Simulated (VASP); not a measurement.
# AlCo (Pm-3m) in VASP: further runs, part 2 of 2

VASP 6.6.1. Earlier steps stand in the parts before.

### Step 4. Relaxation of cell and atoms, PBE+D3(BJ), collinear spin, ferromagnetic start

INCAR

```
PREC = Accurate
ENCUT = 600
EDIFF = 1E-7
ISMEAR = -1
SIGMA = 0.05
LREAL = F
LASPH = T
NELM = 100
ALGO = Fast
ISIF = 3
LWAVE = F
LCHARG = F
ISPIN = 2
MAGMOM = 2 0
LORBIT = 11
LMAXMIX = 4
GGA = PE
IVDW = 12
IBRION = 2
NSW = 40
EDIFFG = -0.02
```

KPOINTS

```
Automatic mesh
0
Gamma
  8 8 8
```

POSCAR

```
AlCo
1.0
    2.8194032100      0.0000000000      0.0000000000
    0.0000000000      2.8194032100      0.0000000000
    0.0000000000      0.0000000000      2.8194032100
Co Al
1 1
Direct
    0.5000000000      0.5000000000      0.5000000000
    0.0000000000      0.0000000000      0.0000000000
```

Run with:

```
$ cat potpaw_PBE.64/Co/POTCAR potpaw_PBE.64/Al/POTCAR > POTCAR
$ mpirun -np 1 vasp_std > vasp.out
```

Run time: 21 s. Hardware: 1 thread of Intel Xeon Platinum 8259CL at 2.50GHz (Skylake/Cascade Lake), shared host; peak memory 0.16 GiB.

It converged, with:

| Quantity | Value |
| --- | --- |
| Free energy | -12.8695 eV |
| Pressure after relaxing | -0.1 GPa |
| Band gap on the k mesh | none (metal or under the smearing width) |
| Net moment | 0.00 μB per cell |
| Valence electrons inside the program's atomic spheres | Co 8.51; Al 0.84 |
| Dispersion energy per atom | -0.449 eV |

Final structure:
```cif
data_structure
_symmetry_space_group_name_H-M 'P 1'
_symmetry_Int_Tables_number 1
_cell_length_a 2.8194
_cell_length_b 2.8194
_cell_length_c 2.8194
_cell_angle_alpha 90.000
_cell_angle_beta 90.000
_cell_angle_gamma 90.000
_cell_volume 22.41
loop_
_atom_site_label
_atom_site_type_symbol
_atom_site_fract_x
_atom_site_fract_y
_atom_site_fract_z
_atom_site_occupancy
Co1 Co 0.50000 0.50000 0.50000 1
Al1 Al 0.00000 0.00000 0.00000 1
```

Levels at points of the mesh, in eV from the Fermi level:
Spin up:
```tsv
k point	band 3	band 4	band 5	band 6	band 7	band 8	band 9	band 10
(0.00, 0.00, 0.00)	-3.10	-0.88	-0.88	-0.88	6.14	6.14	6.14	8.88
(0.50, 0.00, 0.00)	-2.48	-1.79	-1.79	-0.76	0.20	8.45	10.80	10.80
(0.50, 0.50, 0.00)	-2.74	-2.74	-1.58	-1.58	-0.24	2.53	3.65	13.14
(0.50, 0.50, 0.50)	-4.09	-0.21	-0.21	2.40	2.40	2.40	4.42	5.50
```
Spin down:
```csv
k point,band 3,band 4,band 5,band 6,band 7,band 8,band 9,band 10
"(0.00, 0.00, 0.00)",-3.10,-0.88,-0.88,-0.88,6.14,6.14,6.14,8.88
"(0.50, 0.00, 0.00)",-2.48,-1.79,-1.79,-0.76,0.20,8.45,10.80,10.80
"(0.50, 0.50, 0.00)",-2.74,-2.74,-1.58,-1.58,-0.24,2.53,3.65,13.14
"(0.50, 0.50, 0.50)",-4.09,-0.20,-0.20,2.40,2.40,2.40,4.42,5.50
```

Caveat: the starting moments collapsed, and a magnetic state may lie lower; the relaxation stopped at its first step, so nothing moved; pairwise dispersion overbinds metals, which lowers pressure and volume.

### Step 5. Relaxation of cell and atoms, PBEsol, collinear spin, ferromagnetic start

INCAR

```
SYSTEM = AlCo
PREC     = Accurate       ! precision mode
ENCUT    = 600            ! plane-wave cutoff, eV
EDIFF    = 1E-6           ! SCF threshold, eV
ISMEAR   = -1             ! smearing method
SIGMA    = 0.05           ! smearing width, eV
LREAL    = .False.        ! projectors in reciprocal space
LASPH    = .True.         ! aspherical terms in the spheres
NELM     = 150            ! most SCF steps
ALGO     = Fast           ! electronic algorithm
ISIF     = 3              ! what is computed and relaxed
LWAVE    = .False.        ! write WAVECAR
LCHARG   = .False.        ! write CHGCAR
ISPIN    = 2              ! spin polarisation
MAGMOM   = 2 0            ! initial moments
LORBIT   = 11             ! projections on sites
LMAXMIX  = 4              ! l up to which the mixer works
GGA      = PS             ! functional
IBRION   = 2              ! ionic algorithm
NSW      = 60             ! ionic steps
EDIFFG   = -0.02          ! ionic threshold
```

KPOINTS

```
Automatic mesh
0
Gamma
  8 8 8
  0 0 0
```

POSCAR is that of step 4.

Potentials or basis: VASP PAW PBE potentials, release 64 (Co, Al).

Run with:

```
$ cat potpaw_PBE.64/Co/POTCAR potpaw_PBE.64/Al/POTCAR > POTCAR
$ mpirun -np 1 vasp_std > vasp.out
```

OUTCAR:

```text
SYSTEM = AlCo
   PREC = Accurate
   ENCUT = 600
   EDIFF = 1E-6
   ISMEAR = -1
   LREAL = .False.
   LASPH = .True.
   NELM = 150
   ISIF = 3
   ISPIN = 2
   LORBIT = 11
   GGA = PS
   IBRION = 2
   NSW = 60
   EDIFFG = -0.02

 ion  position               nearest neighbor table
   1  0.500  0.500  0.500-   2 2.44   2 2.44   2 2.44   2 2.44   2 2.44   2 2.44   2 2.44   2 2.44

   2  0.000  0.000  0.000-   1 2.44   1 2.44   1 2.44   1 2.44   1 2.44   1 2.44   1 2.44   1 2.44

  LATTYP: Found a simple cubic cell.
 ALAT       =     2.8194032100

  Lattice vectors:

 A1 = (   2.8194032100,   0.0000000000,   0.0000000000)
 A2 = (   0.0000000000,   2.8194032100,   0.0000000000)
 A3 = (   0.0000000000,   0.0000000000,   2.8194032100)

Analysis of symmetry for initial positions (statically):
=====================================================================
 Subroutine PRICEL returns:
[... 608 lines left out ...]
      1       5.3226      1.00000
      2       6.6645      1.00000
      3       7.9135      1.00000
      4       8.5304      1.00000
      5       9.5326      1.00000
      6       9.7750      1.00000
      7      10.8495      0.30992
      8      14.3329      0.00000
      9      15.1340      0.00000
     10      21.0793      0.00000
     11      22.3901      0.00000

 [... further k-points ...]

 spin component 2

 k-point     1 :       0.0000    0.0000    0.0000
  band No.  band energies     occupation
      1      -0.4333      1.00000
      2       7.7119      1.00000
      3       7.7119      1.00000
      4       9.9724      1.00000
      5       9.9724      1.00000
      6       9.9724      1.00000
      7      16.9307      0.00000
      8      16.9307      0.00000
      9      16.9307      0.00000
     10      19.6944      0.00000
     11      19.6944      0.00000
[... 351 lines left out ...]
  FREE ENERGIE OF THE ION-ELECTRON SYSTEM (eV)
  ---------------------------------------------------
  free  energy   TOTEN  =       -13.0793240444 eV

  energy  without entropy=      -13.0707917091  energy(sigma->0) =      -13.07505788

 reached required accuracy - stopping structural energy minimisation

 total charge

# of ion       s       p       d       tot
------------------------------------------
    1        0.446   0.532   7.532   8.510
    2        0.397   0.440   0.000   0.838
--------------------------------------------------
tot          0.843   0.973   7.532   9.348

 magnetization (x)

# of ion       s       p       d       tot
------------------------------------------
    1        0.000   0.000   0.000   0.000
    2       -0.000  -0.000   0.000  -0.000
--------------------------------------------------
tot          0.000  -0.000   0.000   0.000
```

CONTCAR:

```text
AlCo
   1.00000000000000
     2.8234622934240514   -0.0000000000000000   -0.0000000000000000
    -0.0000000000000000    2.8234622934240514   -0.0000000000000000
     0.0000000000000000    0.0000000000000000    2.8234622934240514
  Co              Al
     1     1
Direct
     0.5000000000000000    0.5000000000000000    0.5000000000000000
     0.0000000000000000    0.0000000000000000    0.0000000000000000

  0.00000000E+00  0.00000000E+00  0.00000000E+00
  0.00000000E+00  0.00000000E+00  0.00000000E+00
```

Run time: 22 s. Hardware: 1 thread of Intel Xeon Platinum 8559C (Emerald Rapids), shared host; peak memory 0.15 GiB.

Results:

```yaml
Free_energy: -13.0793 eV
Relaxed_volume: 11.25 Å³/atom
Relaxed_cell: a = 2.823 Å, b = 2.823 Å, c = 2.823 Å, α = 90.00°, β = 90.00°, γ = 90.00°
Space_group_after_relaxing_to_0.05_Å: Pm-3m (No. 221)
Energy_gained_by_relaxing: 0.1 meV/atom
Ionic_steps: 3
Pressure_after_relaxing: 0.2 GPa
Band_gap_on_the_k_mesh: none (metal or under the smearing width)
Net_moment: 0.00 μB per cell
Valence_electrons_inside_the_program's_atomic_spheres: Co 8.51; Al 0.84
```

The path:
```csv
step,energy change (eV),largest force (eV/Å),pressure (GPa),volume (Å³)
1,0.0000,0.0000,0.62,22.41
2,-0.0002,0.0000,-0.44,22.55
3,-0.0002,0.0000,0.19,22.51
```

Final structure:
```yaml
crystal:
  lattice:
    - [2.82346, 0.00000, 0.00000]
    - [0.00000, 2.82346, 0.00000]
    - [0.00000, 0.00000, 2.82346]
  atoms:
    - { symbol: Co, position: [0.50000, 0.50000, 0.50000] }
    - { symbol: Al, position: [0.00000, 0.00000, 0.00000] }
```

Caveat: the starting moments collapsed, and a magnetic state may lie lower; the PAW data sets were made with another functional, which shifts forces and pressure a little.
